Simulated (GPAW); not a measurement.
Runs of GPAW 26.7.0 on La2O3. The structure is hexagonal, space group P-62m (No. 189). The conventional cell has a = 6.267 Å, b = 6.267 Å, c = 3.300 Å, α = 90.00°, β = 90.00°, γ = 120.00°. Around La (site symmetry -6) lie 6 O at 2.45 Å. O (site symmetry m2m) is surrounded by 4 La at 2.45 Å. The cell comes from a database or a generator and needn't be the stable form of this composition.

```csv
task,level,potentials or basis,k mesh,cutoff (eV),smearing,maxiter,band path,band points,convergence,exx fractions,mesh quality,gap on the mesh (eV),pressure (GPa),largest force (eV/Å)
band structure,LDA,"the program's PAW data sets (release 1.2.1) made for this functional, pw",4 × 4 × 5,800,fermi-dirac 0.05 eV,150,"GMKGALHA,LM,KH",60,-,-,not flagged,1.64,(a),0.07
single point,r2SCAN,"GPAW PAW data sets (gpaw-data 1.2.1), pw",4 × 4 × 7,650,fermi-dirac 0.05 eV,120,-,-,default,-,not flagged,1.98,(b),(c)
one-shot levels on a semilocal density,r2SCAN,"GPAW PAW data sets (gpaw-data 1.2.1), pw",2 × 2 × 4,650,fermi-dirac 0.001 eV,150,-,-,-,"r2SCAN0 0.25, r2SCANh 0.1, r2SCAN50 0.5",coarse,1.85,-,-
single point,LDA,"the program's PAW data sets (release 1.2.1) made for this functional, pw",4 × 4 × 7,600,fermi-dirac 0.05 eV,120,-,-,default,-,not flagged,1.51,-5.5,0.07
```

Alike in all rows: no spin polarisation; cell as given.

Q: Fill in the values left out.

A: (a) -3.0; (b) 0.6; (c) 0.05.

Caveats: some runs use coarse meshes; one-centre terms of the f shell are cut off; spin-orbit coupling is left out, which moves the levels of the heavy elements; the cutoff is short for stress and forces, so pressures can be off by a GPa or more (some runs); the PAW data sets were made with another functional, which shifts forces and pressure a little (some runs); an odd mesh through Γ misses points on the zone boundary, where band edges often lie (some runs); the mesh misses the band edges, which the band path finds closer together (some runs); energy and the plain gap are those of the semilocal run (some runs).

A k mesh can miss the band edges, and the runs leave out spin-orbit coupling on La.

Not every run made on this cell is shown here.
